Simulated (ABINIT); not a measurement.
Runs of ABINIT 10.8.3 (patched build) on GaN. Symmetry: P6_3mc, No. 186, hexagonal system. Conventional cell: a = 3.180 Å, b = 3.180 Å, c = 5.166 Å, α = 90.00°, β = 90.00°, γ = 120.00°. Ga (site symmetry 3m) is surrounded by 4 N at 1.94 to 1.95 Å. N (site symmetry 3m) is surrounded by 4 Ga at 1.94 to 1.95 Å. 

| potentials or basis | cutoff (eV) | fine-grid cutoff | gap on the mesh (eV) | pressure (GPa) | largest force (eV/Å) |
| --- | --- | --- | --- | --- | --- |
| JTH PAW PBE v2.0 | 707 | 1306.15 eV | (b) | 7.8 | 0.14 |
| SPMS NC PBE v1.0 | 952 | - | 2.01 | 7.2 | 0.14 |
| PseudoDojo NC SR PBE v0.5 stringent | 1551 | - | 2.00 | 6.9 | 0.14 |
| PseudoDojo NC SR PBE v0.4.1 standard | 1143 | - | 2.01 | 7.5 | 0.14 |
| Ansatz NC PBE | 1252 | - | 1.99 | 7.6 | 0.14 |
| SG15 NC PBE v1.2 | 1687 | - | 2.03 | (a) | 0.14 |
| PseudoDojo NC SR PBE v0.4 stringent | 1551 | - | 2.00 | 6.9 | 0.14 |
| PseudoDojo NC SR PBE v0.5 standard | 1143 | - | 2.01 | 7.5 | 0.14 |

Alike in all rows: task single point; level PBE; no spin polarisation; cell as given; k mesh 10 × 10 × 5; smearing fermi-dirac 0.05 eV.

**Question.** Estimate the missing entries.

**Answer.** (a) 7.3; (b) 1.96.

A k mesh can miss the band edges, and the runs leave out spin-orbit coupling on Ga.

The runs don't all hold the same shells in valence.
